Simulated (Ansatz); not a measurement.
We consider cubic perovskite CsPbI3 (cubic high-temperature phase), described by r²SCAN-D4 in Ansatz (PAW).

Numerical settings: plane-wave cutoff 500 eV, 6×6×6 k mesh, gaussian smearing 0.02 eV, scalar-relativistic PAW data made under PBE.

Cell (relaxed at this level):

Space group Pm-3m (No. 221); a = b = c = 6.307 Å, α = β = γ = 90.00°

| atom | site | symmetry | x | y | z |
|---|---|---|---|---|---|
| Cs | 1a | m-3m | 0.0000 | 0.0000 | 0.0000 |
| Pb | 1b | m-3m | 0.5000 | 0.5000 | 0.5000 |
| I | 3c | 4/mm.m | 0.0000 | 0.5000 | 0.5000 |

**Question.** What does this level give for the band gap?

**Answer.** 
- band gap: 1.66 eV (on the SCF k mesh)

Note: the relaxation could not lower the start's symmetry, so the cell can be a saddle point above a distorted one.

Spin–orbit coupling is not included; with these elements it can move the gap by several tenths of an eV or more.

Cost on a shared machine: around 110 core-seconds (rough).

Ansatz is a program for electronic structure.
